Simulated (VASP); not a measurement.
Runs of VASP 6.6.1 on Si. The structure is hexagonal, space group P6/mmm (No. 191). Conventional cell: a = 2.621 Å, b = 2.621 Å, c = 2.466 Å, α = 90.00°, β = 90.00°, γ = 120.00°. Si (site symmetry 6/mmm) is surrounded by 8 Si at 2.47 to 2.62 Å. This isn't the form of Si at room conditions, which is diamond.

```tsv
level	gap on the mesh (eV)	pressure (GPa)	relaxed volume (Å³/atom)
PBEsol+rVV10	none	0.0	14.71
PBEsol+D4	none	0.0	(b)
RPBE+D4	none	0.0	14.02
revPBE+D3	none	0.0	14.68
revPBE+D3(BJ)	none	0.0	14.01
RPBE+D3(BJ)	none	0.2	12.51
RPBE+D3	none	-0.1	(a)
revPBE+D4	none	-0.1	14.14
```

Alike in all rows: task relaxation of cell and atoms; potentials or basis VASP PAW PBE potentials, release 64 (Si); no spin polarisation; cell relaxed; k mesh 12 × 12 × 11; cutoff (eV) 600; smearing fermi-dirac 0.05 eV.

Question: Estimate the missing entries.

Answer: (a) 14.82; (b) 14.42.

Caveats: the PAW data sets were made with another functional, which shifts forces and pressure a little; pairwise dispersion overbinds metals, which lowers pressure and volume.

A gap of «none» marks a metal or a gap under the smearing width.

Runs at the PBE level aren't shown here.
